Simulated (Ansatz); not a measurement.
We consider tetradymite Sb2Te3, described by PBE (Ansatz, a first-principles code, PAW).

Run with plane-wave cutoff 520 eV, 10×10×10 k mesh, Fermi–Dirac smearing 0.01 eV, scalar-relativistic PAW data made under PBE.

The cell is scaled about its equilibrium volume:

Shape and atoms are relaxed at each volume.

```tsv
V (Å³/atom)	P (GPa)	direct gap at Γ (eV)	c (Å)	a (Å)
32.774	0.90	0.012	30.478	4.316
33.457	0.37	0.095	30.927	4.329
34.140	0.00	0.195	31.438	4.337
34.822	-0.21	0.307	32.005	4.341
35.505	-0.28	0.428	32.658	4.339
```

Measured, for comparison: band gap 0.3 eV (temperature not stated, no zero-point or thermal correction, compiled measured gap; kind and temperature not stated, sources range from 0.17 to 0.30; as tabulated in Kothakonda et al. (2022), arXiv:2208.02841).

Note: the cell comes from a level without a dispersion term, which matters for the spacing of layers, chains or molecules.

Spin–orbit coupling is not included; it can close a gap this small.
